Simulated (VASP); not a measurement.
# Si (I4/mmm) in VASP: further runs, part 2 of 2

VASP 6.6.1. Earlier steps stand in the parts before.

## 5. Single point, PBE

File INCAR:

```
PREC = Accurate
ENCUT = 450
EDIFF = 0.001
ISMEAR = 0
SIGMA = 0.05
LREAL = False
LASPH = True
NELM = 100
ALGO = Normal
ISIF = 2
LWAVE = False
LCHARG = False
GGA = PE
NBANDS = 16
ADDGRID = False
```

File KPOINTS:

```
Automatic mesh
0
Gamma
  5 5 5
```

File POSCAR:

```
Si
1.0
   -3.3254442900      3.3254442900      1.9223856600
    3.3254442900     -3.3254442900      1.9223856600
    3.3254442900      3.3254442900     -1.9223856600
Si
4
Direct
    0.8211989400      0.1788010600      0.0000000000
    0.1788010600      0.8211989400      0.0000000000
    0.8211989400      0.8211989400      0.6423978800
    0.1788010600      0.1788010600      0.3576021200
```

Potentials or basis: VASP PAW PBE potentials, release 64 (Si).

Run with:

```
> cat potpaw_PBE.64/Si/POTCAR > POTCAR
> mpirun -np 1 vasp_std > vasp.out
```

OUTCAR:

```text
PREC = Accurate
   ENCUT = 450
   EDIFF = 0.001
   ISMEAR = 0
   LREAL = False
   LASPH = True
   NELM = 100
   ISIF = 2
   GGA = PE

 Found     18 irreducible k-points:

 Following reciprocal coordinates:
            Coordinates               Weight
  0.000000  0.000000  0.000000      1.000000
  0.200000  0.000000 -0.000000      8.000000
  0.400000  0.000000  0.000000      8.000000
  0.200000  0.200000 -0.000000      8.000000
  0.400000  0.200000  0.000000     16.000000
 -0.400000  0.200000 -0.000000     16.000000
   k-points           NKPTS =     18   k-points in BZ     NKDIM =     18   number of bands    NBANDS=     16
   number of dos      NEDOS =    301   number of ions     NIONS =      4
   total plane-waves  NPLWV =  46656
   dimension x,y,z NGX =    36 NGY =   36 NGZ =   36
   dimension x,y,z NGXF=    72 NGYF=   72 NGZF=   72
   ions per type =               4
   NGX,Y,Z   is equivalent  to a cutoff of  11.78, 11.78, 11.78 a.u.
   NGXF,Y,Z  is equivalent  to a cutoff of  23.56, 23.56, 23.56 a.u.
 SYSTEM =  unknown system
   PREC   = accura    normal or accurate (medium, high low for compatibility)
   ISTART =      0    job   : 0-new  1-cont  2-samecut
   ICHARG =      2    charge: 1-file 2-atom 10-const
   ISPIN  =      1    spin polarized calculation?
   LNONCOLLINEAR =      F non collinear calculations
   LSORBIT =      F    spin-orbit coupling
   LASPH  =      T    aspherical Exc in radial PAW
   ENCUT  =  450.0 eV  33.07 Ry    5.75 a.u.   8.79  8.79  8.79*2*pi/ulx,y,z
   NELM   =    100;   NELMIN=  2; NELMDL= -5     # of ELM steps
   EDIFF  = 0.1E-02   stopping-criterion for ELM
   LREAL  =      F    real-space projection
   EDIFFG = 0.1E-01   stopping-criterion for IOM
   NSW    =      0    number of steps for IOM
   IBRION =     -1    ionic relax: 0-MD 1-quasi-New 2-CG
   NFREE  =      0    steps in history (QN), initial steepest desc. (CG)
   ISIF   =      2    stress and relaxation
   ISYM   =      2    0-nonsym 1-usesym 2-fastsym
   POTIM  = 0.5000    time-step for ionic-motion
   TEBEG  =    0.0;   TEEND  =   0.0 temperature during run
   PSTRESS=    0.0 pullay stress
   NELECT =      16.0000    total number of electrons
   NUPDOWN=      -1.0000    fix difference up-down
   EMIN   =  10.00;   EMAX   =-10.00  energy-range for DOS
   EFERMI =   0.00;   METHOD = LEGACY
   ISMEAR =     0;   SIGMA  =   0.05  broadening in eV -4-tet -1-fermi 0-gaus
   EFERMI_NEDOS =   21; number of points for ismear=-14 and -15
   IALGO  =     38    algorithm
   IMIX   =      4    mixing-type and parameters
     AMIX     =   0.40;   BMIX     =  1.00
     AMIX_MAG =   1.60;   BMIX_MAG =  1.00
  volume/ion in A,a.u.               =      21.26       143.46
  Fermi-wavevector in a.u.,A,eV,Ry     =   0.938098  1.772748 11.973506  0.880028
  Thomas-Fermi vector in A             =   2.065276
   LORBIT       =      0    0 simple, 1 ext, 2 COOP (PROOUT), +10 PAW based schemes
   GGA     = PE    functional components
   LHFCALC =     F    Hartree Fock is set to
   AEXX    =    0.0000 exact exchange contribution
   IVDW    =     0    specifies the selected vdW correction
   LEPSILON=     F    determine dielectric tensor
   LRPA    =     F    only Hartree local field effects (RPA)
 non-spin polarized calculation
 Gauss-broadening in eV      SIGMA  =   0.05
  energy-cutoff  :      450.00
  volume of cell :       85.04
 maximum number of plane-waves:      1866
   NGX = 17   NGY = 17   NGZ = 17

 number of electron      15.9999999 magnetization

 Free energy of the ion-electron system (eV)
  ---------------------------------------------------
  ext. energy  EPLUGINS =         0.00000000
  ---------------------------------------------------
  free energy    TOTEN  =       -21.26765319 eV

  energy without entropy =      -21.26765319  energy(sigma->0) =      -21.26765319

 E-fermi :   5.3770     XC(G=0):  -9.0891

 val. band max:        5.1404290047   @ k =  -0.4000   0.4000   0.4000
 cond. band min:       5.8917341143   @ k =  -0.2000  -0.2000   0.2000
 fundamental gap:      0.7513051096
 Fermi energy:         5.3769774873

 k-point     1 :       0.0000    0.0000    0.0000
  band No.  band energies     occupation
      1      -6.5933      2.00000
      2      -2.3747      2.00000
      3      -0.1126      2.00000
      4      -0.1126      2.00000
      5       1.7011      2.00000
      6       3.9592      2.00000
[... 8 lines left out ...]
     15      10.9184      0.00000
     16      12.3859      0.00000

 k-point     2 :       0.2000    0.0000   -0.0000
  band No.  band energies     occupation
      1      -6.1566      2.00000
      2      -2.4117      2.00000
      3      -0.6722      2.00000
      4       0.3045      2.00000
      5       1.9332      2.00000
      6       2.3064      2.00000
[... 8 lines left out ...]
     15      10.7427      0.00000
     16      12.3176      0.00000

 k-point     3 :       0.4000    0.0000    0.0000
  band No.  band energies     occupation
      1      -5.0065      2.00000
      2      -2.2653      2.00000
      3      -2.1548      2.00000
      4      -0.4094      2.00000
      5       1.1858      2.00000
      6       1.9966      2.00000
[... 8 lines left out ...]
     15      11.3875      0.00000
     16      13.0515      0.00000

 k-point     4 :       0.2000    0.2000   -0.0000
  band No.  band energies     occupation
      1      -5.1715      2.00000
      2      -2.1579      2.00000
      3      -1.4788      2.00000
      4      -0.9203      2.00000
      5       1.2576      2.00000
      6       2.4396      2.00000
[... 8 lines left out ...]
     15      12.0110      0.00000
     16      12.8386      0.00000

 k-point     5 :       0.4000    0.2000    0.0000
  band No.  band energies     occupation
      1      -4.6258      2.00000
      2      -3.0054      2.00000
      3      -2.3109      2.00000
      4      -0.2328      2.00000
      5       1.0089      2.00000
      6       2.7025      2.00000
[... 8 lines left out ...]
     15      12.3661      0.00000
     16      13.2902      0.00000

 k-point     6 :      -0.4000    0.2000   -0.0000
  band No.  band energies     occupation
      1      -5.7447      2.00000
      2      -3.4506      2.00000
      3      -0.9442      2.00000
      4       0.7868      2.00000
      5       1.9504      2.00000
      6       2.7080      2.00000
[... 8 lines left out ...]
     15      11.3833      0.00000
     16      11.7242      0.00000

 [... further k-points ...]

------------------------ aborting loop because EDIFF is reached ----------------------------------------

  FORCE on cell =-STRESS in cart. coord.  units (eV):
  Direction    XX          YY          ZZ          XY          YZ          ZX
  --------------------------------------------------------------------------------------
  -------------------------------------------------------------------------------------
  Total        0.6332977      0.6332977      0.7846125      0.0000000      0.0000000      0.0000000
  in kB       11.9321488     11.9321488     14.7831137      0.0000000      0.0000000      0.0000000
  external PRESSURE =      12.8824704 kB  Pullay stress =       0.0000000 kB

 VOLUME and BASIS-vectors are now :
 -----------------------------------------------------------------------------
  energy-cutoff  :      450.00
  volume of cell :       85.04
      direct lattice vectors                 reciprocal lattice vectors
    -3.325444290  3.325444290  1.922385660     0.000000000  0.150355849  0.260093492
     3.325444290 -3.325444290  1.922385660     0.150355849  0.000000000  0.260093492
     3.325444290  3.325444290 -1.922385660     0.150355849  0.150355849  0.000000000

 POSITION                                       TOTAL-FORCE (eV/Angst)
 -----------------------------------------------------------------------------------
     -2.13626      2.13626      1.92239        -0.004085      0.004085     -0.000000
      2.13626     -2.13626      1.92239         0.004085     -0.004085      0.000000
      2.13626      2.13626      1.92239         0.004085      0.004085     -0.000000
      1.18919      1.18919     -0.00000        -0.004085     -0.004085     -0.000000
 -----------------------------------------------------------------------------------
    total drift:                               -0.000000     -0.000000     -0.000000

  FREE ENERGIE OF THE ION-ELECTRON SYSTEM (eV)
  ---------------------------------------------------
  free  energy   TOTEN  =       -21.2676531865 eV

  energy  without entropy=      -21.2676531865  energy(sigma->0) =      -21.26765319
```

It took 12 s on 1 thread of AMD EPYC 9R14 (Zen 4), shared host; peak memory 0.16 GiB.

These settings aren't checked as converged: the numbers below hold their error.

Results:

```
Free energy            : -21.2677 eV
Pressure               : 1.3 GPa
Largest force          : 0.006 eV/Å
Band gap on the k mesh : 0.75 eV, indirect (least direct gap 0.83 eV)
```

Caveat: an odd mesh through Γ misses points on the zone boundary, where band edges often lie.
